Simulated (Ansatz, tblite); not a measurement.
## A script for TePb (GFN1-xTB)

These are simulated results from tblite 0.8.0, not measurements. The cell was built from a prototype and was relaxed with r2SCAN in plane waves (Ansatz 0.2.0). Not every such cell is a known phase. All runs are without spin polarisation.

It is hexagonal, P6_3mc (No. 186); a = 5.498 Å, c = 6.575 Å in the conventional setting, 43.04 Å³ an atom. Around Pb lie 5 Te at 3.17–3.29 Å; around Te lie 5 Pb at 3.17–3.29 Å.

tblite solves periodic systems at the zone centre alone, so the script builds a cluster of 2×2×2 conventional cells (32 atoms), which folds in a coarse mesh of k points.

Input script:

```python
import json
from ase import Atoms
from ase.build import make_supercell
from ase.units import Bohr, GPa, Hartree
from tblite.interface import Calculator

atoms = Atoms(['Pb', 'Pb', 'Te', 'Te'],
              cell=[[5.49840737, 0.0, 0.0], [-2.74920369, 4.76176046, 0.0], [0.0, 0.0, 6.57535644]],
              scaled_positions=[[0.333333333, 0.666666667, -0.062040969], [0.666666667, 0.333333333, 0.437959031], [0.333333333, 0.666666667, 0.437040969], [0.666666667, 0.333333333, 0.937040969]],
              pbc=True)
cluster = make_supercell(atoms, [[2, 0, 0], [0, 2, 0], [0, 0, 2]])
calc = Calculator('GFN1-xTB', cluster.numbers, cluster.positions / Bohr, lattice=cluster.cell[:] / Bohr, periodic=cluster.pbc)
calc.set('temperature', 0.02 / Hartree)
calc.set('max-iter', 150)
res = calc.singlepoint()
levels = res.get('orbital-energies') * Hartree
nv = round(res.get('orbital-occupations').sum() / 2)
cells = len(cluster) // len(atoms)
out = {'energy_per_cell': res.get('energy') * Hartree / cells, 'homo': levels[nv - 1], 'lumo': levels[nv],
       'stress': (-res.get('virial') * Hartree / cluster.get_volume() / GPa).tolist(), 'charges': res.get('charges')[:len(atoms)].tolist(), 'electrons': 2 * nv / cells}
json.dump(out, open('results.json', 'w'))
for key, value in out.items():
    print(key, value)
```

Command: `python run.py`. It took 1 s on 1 thread of Arm Neoverse V1 (shared host), peak memory 0.099 GiB.

The log:

```
------------------------------------------------------------
  cycle        total energy    energy error   density error
------------------------------------------------------------
      1     -85.97828422907  -8.5763086E+01   7.2038693E-01
      2     -87.62928581446  -1.6510016E+00   3.9925567E-01
      3     -88.34801510729  -7.1872929E-01   1.1246755E-01
      4     -88.40312608679  -5.5110979E-02   2.8694957E-02
      5     -88.40652951977  -3.4034330E-03   2.1974046E-03
      6     -88.40653582188  -6.3021033E-06   1.9675872E-03
      7     -88.40655299943  -1.7177550E-05   1.6733750E-04
      8     -88.40655312486  -1.2543450E-07   8.9358375E-07
------------------------------------------------------------

 total:                                   0.311 sec
energy_per_cell -300.70810552053774
homo -9.235271565754925
lumo -6.979735533881162
stress [[-8.355419722741845, -8.299914658176154e-05, -1.4007332651498984e-06], [-8.299914658164691e-05, -8.355515562593244, 8.08713727905785e-07], [-1.4007332651291616e-06, 8.087137279246419e-07, -3.9127547357975243]]
charges [0.3458963941243023, 0.3458965053625618, -0.3458948797137831, -0.3458929975304712]
electrons 20.0
```

The cycle table is in hartree for the whole cluster, and the lines after it are in eV (the energy for one cell). The printed stress is in GPa and positive in compression, and the pressure is its mean diagonal.

GFN1-xTB gives a gap of 2.26 eV. On the same cell, plane-wave PBE (Ansatz, 6×6×4 k points and the special points) gives a gap of 1.12 eV and r2SCAN a gap of 1.38 eV; on shared hosts these took about 13 and 29 core-seconds on the 4-atom cell, against 1 for the script. Spin-orbit coupling, left out in all these runs, can cut or reorder the gap by tenths of an eV, up to about 1 eV with Pb or Bi. xTB was fitted to molecules, so gaps, charges and pressures of solids can be far off, and the gap also depends on the size of the cluster.

The same script was run on cells scaled at fixed shape and fractional coordinates:

```json
{"volume (Å³/atom)": "37.87", "energy (meV/atom)": "-141.0", "pressure (GPa, positive in compression)": "-0.85", "gap (eV)": "2.62"}
{"volume (Å³/atom)": "40.46", "energy (meV/atom)": "-95.0", "pressure (GPa, positive in compression)": "-4.62", "gap (eV)": "2.43"}
{"volume (Å³/atom)": "43.04", "energy (meV/atom)": "0.0", "pressure (GPa, positive in compression)": "-6.87", "gap (eV)": "2.26"}
{"volume (Å³/atom)": "45.62", "energy (meV/atom)": "125.9", "pressure (GPa, positive in compression)": "-8.93", "gap (eV)": "2.10"}
{"volume (Å³/atom)": "48.20", "energy (meV/atom)": "282.7", "pressure (GPa, positive in compression)": "-10.30", "gap (eV)": "1.95"}
```

The minimum lies beyond the smallest of these volumes.

xTB was fitted mostly to molecules, and a small cluster samples few k points, so gaps, pressures and kinks along a curve can be far from a solid's.

Spin-orbit coupling is left out; in compounds of Pb, Bi, Tl or Hg it can lower a gap by up to about 1 eV, split its edges or invert the bands.
